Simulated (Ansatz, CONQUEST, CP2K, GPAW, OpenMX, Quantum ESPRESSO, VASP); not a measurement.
AlNi: 8 runs at one level of theory

```xyz
2
Lattice="2.8810 0.0000 0.0000 0.0000 2.8810 0.0000 0.0000 0.0000 2.8810" Properties=species:S:1:pos:R:3 pbc="T T T"
Ni    1.4405    1.4405    1.4405
Al    0.0000    0.0000    0.0000
```

Alike in all runs: task single point; functional PBE; k mesh 9 × 9 × 9; occupations fermi-dirac, width 0.05 eV; collinear spin, ferromagnetic start; no spin-orbit coupling. Pressure is positive in compression and, in plane waves, holds the error of the finite cutoff.

```
                                                                                         program and potentials  plane-wave cutoff (eV)                                                                                  notes  pressure (GPa)  net moment per atom (μB)
                                   OpenMX, OpenMX 2013 PBE set, Ni6.0H-s3p2d2, Al7.0-s2p2d1, grid cutoff 500 Ry                       -                                atomic basis; 10.5 valence electrons an atom on average            3.61                      0.00
CP2K, GTH_POTENTIALS Ni GTH-PBE-q18; POTENTIAL_UZH Al GTH-PBE-q3; TZVP-MOLOPT-SR-GTH, TZVP-MOLOPT-PBE-GTH basis                       -                                atomic basis; 10.5 valence electrons an atom on average            2.10                      0.00
                                   CP2K, POTENTIAL_UZH Ni GTH-PBE-q18, Al GTH-PBE-q3; TZVP-MOLOPT-PBE-GTH basis                       -                                atomic basis; 10.5 valence electrons an atom on average            2.04                      0.00
                                                                 Ansatz, all-electron LAPW, scalar-relativistic                       -                                                                                      -            1.91                      0.00
                                                                      Quantum ESPRESSO, SSSP 1.3 efficiency PBE                     748                                              10.5 valence electrons an atom on average            2.08                      0.00
                                                                     GPAW, GPAW PAW data sets (gpaw-data 1.2.1)                     600  9.5 valence electrons an atom on average; this data set often lies off other programs            2.82                      0.00
                                                           CONQUEST, PseudoDojo NC PBE, DZP, grid cutoff 150 Ha                       -                                atomic basis; 10.5 valence electrons an atom on average            5.41                      0.00
                                                                             VASP, PBE PAW files Al, Ni, 520 eV                     520                                               6.5 valence electrons an atom on average            1.93                      0.00
```

The pressure spans 1.91 (Ansatz, all-electron LAPW, scalar-relativistic) to 5.41 GPa (CONQUEST, PseudoDojo NC PBE, DZP, grid cutoff 150 Ha), with all-electron results at 1.91. All agree on the net moment per atom. The state is the one that the start led to, which needn't be the lowest. The pressure on the cell as given of OpenMX, OpenMX 2013 PBE set, Ni6.0H-s3p2d2, Al7.0-s2p2d1, grid cutoff 500 Ry; CONQUEST, PseudoDojo NC PBE, DZP, grid cutoff 150 Ha lies far from the others; the cause wasn't traced. Rows in atomic bases carry the error of their basis and grid, which can be large.

The functional is the same throughout but for its coding, so the spread measures potentials, basis and numerics; runs on potential files found faulty are left out.
